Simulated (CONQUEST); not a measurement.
# ZnS (Wurtzite-4H) (P6_3mc) in CONQUEST: further runs, part 2 of 3

CONQUEST 1.3. The steps go on from the part before.

## Step 4: Single point, PBE

Input file Conquest_input:

```
IO.Title ZnS
IO.Coordinates coords.dat
IO.FractionalAtomicCoords T
IO.Iprint 2
IO.Iprint_init 1
General.NumberOfSpecies 2
General.PseudopotentialType hamann
AtomMove.TypeOfRun static
AtomMove.FullStress T
Grid.GridCutoff 120
DM.SolutionMethod diagon
Diag.MPMesh T
Diag.GammaCentred T
Diag.MPMeshX 4
Diag.MPMeshY 3
Diag.MPMeshZ 2
Diag.kT 0.00183747
minE.SCTolerance 1e-6
SC.MaxIters 100
IO.AtomChargeOutput T
SC.KerkerPreCondition T
SC.KerkerFactor 0.3
SC.LinearMixingFactor 0.3
%block ChemicalSpeciesLabel
1 65.390 Zn
2 32.070 S
%endblock
```

Input file coords.dat:

```
    7.2238560566     0.0000000000     0.0000000000
    0.0000000000    12.5120857164     0.0000000000
    0.0000000000     0.0000000000    23.6593710803
16
  0.0000000000   0.3333333330   0.2500000000 1 T T T
  0.5000000000   0.8333333330   0.2500000000 1 T T T
  0.0000000000   0.6666666670   0.7500000000 1 T T T
  0.5000000000   0.1666666670   0.7500000000 1 T T T
  0.0000000000   0.0000000000   0.5000000000 1 T T T
  0.5000000000   0.5000000000   0.5000000000 1 T T T
  0.0000000000   0.0000000000   0.0000000000 1 T T T
  0.5000000000   0.5000000000   0.0000000000 1 T T T
  0.0000000000   0.3333333330   0.0625000000 2 T T T
  0.5000000000   0.8333333330   0.0625000000 2 T T T
  0.0000000000   0.6666666670   0.5625000000 2 T T T
  0.5000000000   0.1666666670   0.5625000000 2 T T T
  0.0000000000   0.0000000000   0.3125000000 2 T T T
  0.5000000000   0.5000000000   0.3125000000 2 T T T
  0.0000000000   0.0000000000   0.8125000000 2 T T T
  0.5000000000   0.5000000000   0.8125000000 2 T T T
```

Potentials or basis: PseudoDojo NC PBE, SZP, grid cutoff 120 Ha.

Started as:

```console
$ Conquest
```

The program printed:

```text
Simulation cell dimensions:     7.2239 a0 x    12.5121 a0 x    23.6594 a0

      Atomic coordinates (a0)
         Atom         X         Y         Z  Species
            1    0.0000    4.1707    5.9148        1
            2    3.6119   10.4267    5.9148        1
            3    0.0000    8.3414   17.7445        1
            4    3.6119    2.0853   17.7445        1
            5    0.0000    0.0000   11.8297        1
            6    3.6119    6.2560   11.8297        1
            7    0.0000    0.0000    0.0000        1
            8    3.6119    6.2560    0.0000        1
            9    0.0000    4.1707    1.4787        2
           10    3.6119   10.4267    1.4787        2
           11    0.0000    8.3414   13.3084        2
           12    3.6119    2.0853   13.3084        2
           13    0.0000    0.0000    7.3936        2
           14    3.6119    6.2560    7.3936        2
           15    0.0000    0.0000   19.2232        2
           16    3.6119    6.2560   19.2232        2

         Monkhorst-Pack mesh:   4 x   3 x   2 gamma-centred
        This calculation includes non-local pseudopotentials,
         with a maximum core radius of      6.25288158

    Job title: ZnS
    Job to be run: static calculation

    Ground state search:
      Support functions represented with PAO basis
      1:1 PAO to SF mapping
      Non-spin-polarised electrons
      Solving for the K matrix using diagonalisation
      Using Fermi-Dirac smearing

    Integration grid size:     36 x   64 x  120

    Integration grid spacing:  0.201 a0 x 0.196 a0 x 0.197 a0

    Number of species:  2
    --------------------------------------------------------
    |   #  mass (au)  Charge (e)  SF Rad (a0)  NSF  Label  |
    --------------------------------------------------------
    |   1     65.390      20.000        6.622   13  Zn     |
    |   2     32.070       6.000        6.421    9  S      |
    --------------------------------------------------------
          SCF tolerance:                 0.00000100
          SCF iterations:               100

    The functional used will be GGA PBE96

           radial cut-off to be used is taken to be max PAO cut-off radius for this species:    6.252882

           greatest ang. mom. for making density from PAOs:  2

           radial cut-off to be used is taken to be max PAO cut-off radius for this species:    6.083497

           greatest ang. mom. for making density from PAOs:  2
    Minimum blocs/proc is     4320. Maximum blocs/proc is     4320
    set_atom_dens: In set_atomic_density, electrons :     208.000000000000
 matrix_size & matrix_size_padH =          176         176

    Screened ion int: energy:   -1508.258073565550 Ha

    new_SC_potl: Starting.  Tolerance:  0.10000E-05

    PulayMixSC: Starting Pulay mixing, A_up =  0.300 A_dn =  0.300
    PulayMixSC: Spin non-polarised calculation.
    PulayMixSC: with Kerker preconditioning, q0 =  0.300
          Harris-Foulkes Energy            :     -1761.008480685960194 Ha
          (TS=0 as O(N) or entropic contribution is negligible)
          DFT Total Energy                 :     -1760.680199076251483 Ha
          Total number of electrons        :       208.000000000002188
    PulayMixSC: Pulay iteration     1 residual:              0.10861E-02
          Harris-Foulkes Energy            :     -1760.959602095516175 Ha
          (TS=0 as O(N) or entropic contribution is negligible)
          DFT Total Energy                 :     -1760.728854064943334 Ha
          Total number of electrons        :       208.000040948336533
    PulayMixSC: Pulay iteration     2 residual:              0.89816E-03
          Harris-Foulkes Energy            :     -1760.845931393392448 Ha
          (TS=0 as O(N) or entropic contribution is negligible)
          DFT Total Energy                 :     -1760.837300181139653 Ha
          Total number of electrons        :       208.000191364918976
    PulayMixSC: Pulay iteration     3 residual:              0.26454E-03
          Harris-Foulkes Energy            :     -1760.840893957108619 Ha
          (TS=0 as O(N) or entropic contribution is negligible)
          DFT Total Energy                 :     -1760.840135114604891 Ha
          Total number of electrons        :       208.000141841852383
    PulayMixSC: Pulay iteration     4 residual:              0.10119E-03
          Harris-Foulkes Energy            :     -1760.840404370268288 Ha
          (TS=0 as O(N) or entropic contribution is negligible)
          DFT Total Energy                 :     -1760.840205477958079 Ha
          Total number of electrons        :       208.000124229856794
    PulayMixSC: Pulay iteration     5 residual:              0.62744E-04
          Harris-Foulkes Energy            :     -1760.840161697646408 Ha
          (TS=0 as O(N) or entropic contribution is negligible)
          DFT Total Energy                 :     -1760.840305155511260 Ha
          Total number of electrons        :       208.000147788132722
    PulayMixSC: Pulay iteration     6 residual:              0.27585E-04
          Harris-Foulkes Energy            :     -1760.840223779168582 Ha
          (TS=0 as O(N) or entropic contribution is negligible)
          DFT Total Energy                 :     -1760.840315879643413 Ha
          Total number of electrons        :       208.000142592752866
    PulayMixSC: Pulay iteration     7 residual:              0.16513E-04
          Harris-Foulkes Energy            :     -1760.840288123762548 Ha
          (TS=0 as O(N) or entropic contribution is negligible)
          DFT Total Energy                 :     -1760.840318767537610 Ha
          Total number of electrons        :       208.000135372437882
    PulayMixSC: Pulay iteration     8 residual:              0.80284E-05
          Harris-Foulkes Energy            :     -1760.840309164082555 Ha
          (TS=0 as O(N) or entropic contribution is negligible)
          DFT Total Energy                 :     -1760.840317370166076 Ha
          Total number of electrons        :       208.000137278699981
    PulayMixSC: Pulay iteration     9 residual:              0.56152E-05
          Harris-Foulkes Energy            :     -1760.840317980847658 Ha
          (TS=0 as O(N) or entropic contribution is negligible)
          DFT Total Energy                 :     -1760.840318809571500 Ha
          Total number of electrons        :       208.000139523972337
    PulayMixSC: Pulay iteration    10 residual:              0.31190E-05
          Harris-Foulkes Energy            :     -1760.840318526224564 Ha
          (TS=0 as O(N) or entropic contribution is negligible)
          DFT Total Energy                 :     -1760.840319121219636 Ha
          Total number of electrons        :       208.000139494334491
    PulayMixSC: Pulay iteration    11 residual:              0.25214E-05
          Harris-Foulkes Energy            :     -1760.840319294583423 Ha
          (TS=0 as O(N) or entropic contribution is negligible)
          DFT Total Energy                 :     -1760.840319378762615 Ha
          Total number of electrons        :       208.000138584345109
    PulayMixSC: Pulay iteration    12 residual:              0.67399E-06
    PulayMixSC: Reached SCF tolerance of  0.67399E-06 after     12 iterations
      | Number of electrons      =       208.000139
      |* band energy as 2Tr[K.H] =      -287.441742359549210 Ha
      |  screened ion-ion energy =     -1508.258073565549694 Ha
      |  Ha correction           =        13.187896084141389 Ha
      |  XC correction           =        21.671576953751433 Ha
      |* Harris-Foulkes energy   =     -1760.840319294583423 Ha
      |* DFT total energy        =     -1760.840319378762615 Ha
      |  estimated accuracy      =         0.000000084179192 Ha

    force: Forces on atoms (Ha/a0)
    force:  Atom   X              Y              Z
    force:     1  -0.0000000000  -0.0022809151  -0.0004115842
    force:     2   0.0000000000  -0.0022809151  -0.0004115842
    force:     3   0.0000000000   0.0022809151  -0.0004115842
    force:     4   0.0000000000   0.0022809151  -0.0004115842
    force:     5   0.0000000000  -0.0002438277  -0.0007425756
    force:     6  -0.0000000000  -0.0002438277  -0.0007425756
    force:     7   0.0000000000   0.0002438277  -0.0007425756
    force:     8  -0.0000000000   0.0002438277  -0.0007425756
    force:     9  -0.0000000000  -0.0000286370  -0.0000606865
    force:    10   0.0000000000  -0.0000286370  -0.0000606865
    force:    11   0.0000000000   0.0000286370  -0.0000606865
    force:    12   0.0000000000   0.0000286370  -0.0000606865
    force:    13   0.0000000000   0.0001450650   0.0011745839
    force:    14   0.0000000000   0.0001450650   0.0011745839
    force:    15   0.0000000000  -0.0001450650   0.0011745839
    force:    16   0.0000000000  -0.0001450650   0.0011745839

    force: Maximum force :        0.00228092(Ha/a0) on atom         3 in y direction
    force: Force Residual:        0.00135905 Ha/a0
    force: Total stress:         -5.12849828     0.00000000     0.00000000 GPa
                             0.00000000    -4.57171969     0.00000000
                             0.00000000    -0.00000000    -4.55966038
    force: Average pressure:      4.75329278 GPa

    force: Finished force
    get_E_and_F: Change in energy during last step of electronic optimisation: -0.76836E-06

    BIBLIOGRAPHY: Please consider citing the following references in the conquest.bib file

    CONQUEST:         Bowler2002pt, Miyazaki2004, Nakata2020
    Basis:            Bowler2019
    DM:               Bowler:2006xr
    Pseudopotentials: Hamann2013, Bowler2019
    XC functional:    Perdew1996
```

Run time: 44 s. Hardware: 1 thread of Intel Xeon 6975P-C (Granite Rapids), shared host; peak memory 1.1 GiB.

What came out:

| Property | Result |
| --- | --- |
| Free energy | -47914.9060 eV |
| Pressure | 4.8 GPa |
| Largest force | 0.119 eV/Å |
| Band gap on the k mesh | 2.50 eV |
| Mulliken charges | Zn +0.46, +0.47; S -0.47, -0.46 e |

Forces on the atoms (eV/Å):
```
Zn   0.000 -0.117 -0.021
Zn   0.000 -0.117 -0.021
Zn   0.000  0.117 -0.021
Zn   0.000  0.117 -0.021
Zn   0.000 -0.013 -0.038
Zn   0.000 -0.013 -0.038
Zn   0.000  0.013 -0.038
Zn   0.000  0.013 -0.038
S    0.000 -0.001 -0.003
S    0.000 -0.001 -0.003
S    0.000  0.001 -0.003
S    0.000  0.001 -0.003
S    0.000  0.007  0.060
S    0.000  0.007  0.060
S    0.000 -0.007  0.060
S    0.000 -0.007  0.060
```

Levels at points of the mesh, in eV from the valence-band top:
```tsv
k point	band 101	band 102	band 103	band 104	band 105	band 106	band 107	band 108
(0.00, 0.00, 0.00)	-0.47	-0.04	0.00	0.00	2.50	3.52	3.68	3.76
(0.50, 0.00, 0.00)	-1.43	-1.43	-1.29	-1.29	4.84	4.84	5.05	5.05
```

Caveat: the atomic basis is small; Mulliken charges move with the basis; the box holds several primitive cells, so bands are folded and the points are those of the box's own zone; the basis of atomic orbitals isn't converged, which shifts pressures, moduli and gaps.

(Continued in part 3 of 3.)
